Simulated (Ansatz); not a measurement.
ZnSe films: biaxial stress and wafer bow

Plane-wave DFT in Ansatz, PBEsol, scalar-relativistic PAW potentials, cutoff 420 eV, no spin-orbit coupling; no spin polarisation. ZnSe in space group F-43m, strained equally along a and b of the conventional cell, with c and the atoms relaxed within the symmetry (a film with c along the normal). Stress is the in-plane mean, tension positive.

```tsv
strain (%)	stress (GPa)	E − E(0) (meV/atom)
-6.0	?	45.5
-4.0	-3.60	19.4
-2.0	-1.70	4.7
+0.0	-0.01	0.0
+2.0	1.47	4.2
+4.0	2.77	16.0
+6.0	3.93	34.5
```

Problem. Fit the stress, get the biaxial modulus and predict the missing row.

Solution. A parabola through the given rows is σ = -0.02 + 0.798 ε -0.0235 ε² GPa (ε in %), so M = dσ/dε = 80 GPa at zero. It predicts -5.65 GPa at -6.0 %; the run gave -5.77 GPa. The miss is 0.12 GPa, so the fit holds even one step beyond its range. The negative square term means that the film is stiffer in compression than in tension. The energies check it: E/V = Mε² at small strain, and a cubic fit with V = 22.35 Å³/atom gives M = 80 GPa, in agreement.

Problem. How much does a 20 nm film at -0.3 % strain bow a 300 mm Si(001) wafer 775 μm thick?

Solution. The fit, without its small constant, gives σ = -0.24 GPa. Stoney's formula, κ = 6σt_f/(M_s t_s²) with M_s = 180.5 GPa for Si(001) (literature), gives |κ| = 0.27×10⁻³ m⁻¹ and a bow κr²/2 = 3.0 μm at r = 150 mm, with the film side convex (compression pushes the centre up). This assumes a single-crystal or fully textured, unrelaxed film at 0 K.

Cost: about 4.6 core-minutes for the runs cited, on Intel Xeon 6975P-C (Granite Rapids) (shared hosts).

The in-plane response of ZnSe softens steadily from compression to tension across every row, and the energy is correspondingly higher on the compressive side at equal strain magnitude. This is ordinary bond anharmonicity: short-range repulsion steepens as the Zn–Se bonds are squeezed, while the restoring force weakens as they are stretched. Free relaxation along c and rotation of the tetrahedral bonds take up part of the strain, which keeps the modulus moderate. That 80 GPa lies well below the 180.5 GPa of Si(001) fits the longer, more polar bonds of a II-VI compound, which resist both stretching and bending less than the covalent network of silicon.

At -0.3 % the anharmonic term hardly matters, so the predicted bow rests almost entirely on the linear modulus and the assumed strain. That strain is far smaller than the lattice mismatch between ZnSe and Si, so the 3.0 μm does not describe a film grown coherently on silicon, which would be much more strongly compressed.
